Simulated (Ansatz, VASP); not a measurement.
**Two plane-wave programs on Na**

```
CELL_PARAMETERS angstrom
0.00000 2.70320 2.70320
2.70320 0.00000 2.70320
2.70320 2.70320 0.00000
ATOMIC_POSITIONS crystal
Na 0.00000 0.00000 0.00000
```

The cell was built by a generator and needn't be a form met in nature.

Alike in both runs: functional RPBE; k mesh 10 × 10 × 10; occupations fermi-dirac, width 0.1 eV; no spin polarisation.

Ansatz relaxed the structure, and its values are those at the end. VASP's run is a single point on that final structure, the one shown.

```csv
,VASP,Ansatz
version,VASP 6.6.1,Ansatz 0.2.0
potentials or method,"VASP PAW PBE potentials, release 64 (Na_pv)","plane waves (420 eV) with PAW, scalar-relativistic"
plane-wave cutoff (eV),520,420
valence electrons in the cell,7,9
```

```tsv
	VASP	Ansatz	Ansatz less VASP
pressure (GPa)	0.0	0.0	-0.02
```

The two sets of potentials don't hold the same shells in valence.

Caveats: the PAW data sets were made with another functional, which shifts forces and pressure a little (VASP).
